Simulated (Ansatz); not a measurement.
A series in volume per atom on Al2O3

Results calculated with Ansatz 0.2.0, not measured. Density functional stress and forces at fixed atoms, pressure and stress positive in compression, spin-unpolarised plane waves.

Cell of the first row (space group R-3c, No. 167):
```
Al2O3
1.0
      2.3080     1.3325     4.2016
     -2.3080     1.3325     4.2016
      0.0000    -2.6650     4.2016
Al O
4 6
Direct
  0.85157 0.85157 0.85157
  0.35157 0.35157 0.35157
  0.14843 0.14843 0.14843
  0.64843 0.64843 0.64843
  0.44258 0.05742 0.75000
  0.05742 0.75000 0.44258
  0.55742 0.94258 0.25000
  0.25000 0.55742 0.94258
  0.94258 0.25000 0.55742
  0.75000 0.44258 0.05742
```

Settings of every row: periodic directions 3; functional r2SCAN; spin orbit no; potentials PAW; wave cutoff 500 eV; k mesh 6x6x6; smearing width 0 eV.

| row | volume per atom (Å³) | pressure (GPa) |
| --- | --- | --- |
| 1 | 7.753 | 28.08 |
| 2 | 7.995 | 17.55 |
| 3 | 8.243 | 8.24 |
| 4 | 8.495 | ? |
| 5 | 8.752 | -7.2 |
| 6 | 9.015 | -13.53 |
| 7 | 9.283 | -19.06 |

Question: what pressure should row 4 give?

Worked fit of pressure. Take u = (V_r/V)^(2/3) − 1 with V_r = 8.4975 Å³ an atom, which is twice the finite (Eulerian) strain; such expansions in the strain, on which the Birch-Murnaghan equation of state is built, carry the rest volume and the bulk modulus. The shown rows have u = 0.06304, 0.04147, 0.02048, -0.01948, -0.03865, -0.05724. Least squares give pressure = −0.057 + 386 × u + 951 × u² GPa; a straight line predicts inner rows, each left out in turn, worse (root mean square 1.3 against 0.035 GPa). The rows lie off it by 0.02, -0.04, -0.01, 0.02, 0.03, -0.02. The pressure vanishes at u = 0.0001, or V = 8.496 Å³ an atom, and there the bulk modulus with atoms relaxed is B = −V dP/dV = (2/3)(1 + u) dP/du = 258 GPa. The withheld row has u = 0.0002, so the fit gives −0.057 + 386 × (0.0002) + 951 × (0.0002)² = 0.02 GPa.

The calculation gave 0.03 GPa. The fit lies 0.01 GPa (33 % of the value, 0.021 % of the column's range) below it, one unit of the last digit.
